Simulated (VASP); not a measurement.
Crystal: HfO2.

```xyz
12
Lattice="5.1180 0.0000 0.0000 0.0000 5.1857 0.0000 -0.8587 0.0000 5.2139" Properties=species:S:1:pos:R:3 pbc="T T T"
Hf    1.2314    0.2059    1.0845
Hf    3.4573    2.7987    1.5224
Hf    3.0279    4.9798    4.1294
Hf    0.8021    2.3870    3.6914
O     1.8842    3.9313    2.5032
O     2.8045    1.3384    0.1038
O     2.3751    1.2544    2.7107
O     1.4549    3.8473    5.1101
O     0.0821    1.7196    1.8076
O     4.6066    4.3124    0.7993
O     4.1773    3.4661    3.4062
O    -0.3473    0.8733    4.4146
```

* Program: VASP 6.6.1
* Task: relaxation of cell and atoms
* Functional: r2SCAN
* Potentials or basis: VASP PAW PBE potentials, release 64 (Hf_pv, O)
* Cutoff: 600 eV
* k mesh: 6 × 6 × 6
* Occupations: gaussian, width 0.03 eV
* Spin: no spin polarisation

At the start: pressure -3.4 GPa; volume 11.53 Å³/atom.

Problem. Where does the relaxation end?

Solution. Over 10 steps the energy falls by 3.8 meV/atom and the volume is 11.37 Å³/atom (-1.4 %); space group P2_1/c (No. 14, to 0.05 Å).

Step by step:
```csv
step,energy change (eV),largest force (eV/Å),pressure (GPa),volume (Å³)
1,0.0000,0.4348,-3.39,138.38
2,0.0098,0.1710,5.86,133.55
3,-0.0355,0.2506,0.80,136.08
4,-0.0424,0.1679,-0.24,136.47
5,-0.0430,0.1258,-0.02,136.39
6,-0.0449,0.0785,-0.04,136.45
7,-0.0449,0.0723,-0.04,136.44
8,-0.0458,0.0165,-0.01,136.42
9,-0.0458,0.0179,0.00,136.41
10,-0.0459,0.0080,0.04,136.40
```

Final structure:
```yaml
crystal:
  lattice:
    - [5.08980, 0.00000, -0.00730]
    - [0.00000, 5.15612, 0.00000]
    - [-0.86136, 0.00000, 5.19864]
  atoms:
    - { symbol: Hf, position: [0.27624, 0.04169, 0.20793] }
    - { symbol: Hf, position: [0.72376, 0.54169, 0.29207] }
    - { symbol: Hf, position: [0.72376, 0.95831, 0.79207] }
    - { symbol: Hf, position: [0.27624, 0.45831, 0.70793] }
    - { symbol: O, position: [0.44767, 0.75764, 0.47874] }
    - { symbol: O, position: [0.55233, 0.25764, 0.02126] }
    - { symbol: O, position: [0.55233, 0.24236, 0.52126] }
    - { symbol: O, position: [0.44767, 0.74236, 0.97874] }
    - { symbol: O, position: [0.06969, 0.33290, 0.34453] }
    - { symbol: O, position: [0.93031, 0.83290, 0.15547] }
    - { symbol: O, position: [0.93031, 0.66710, 0.65547] }
    - { symbol: O, position: [0.06969, 0.16710, 0.84453] }
```

Caveat: the PAW data sets were made with another functional, which shifts forces and pressure a little.
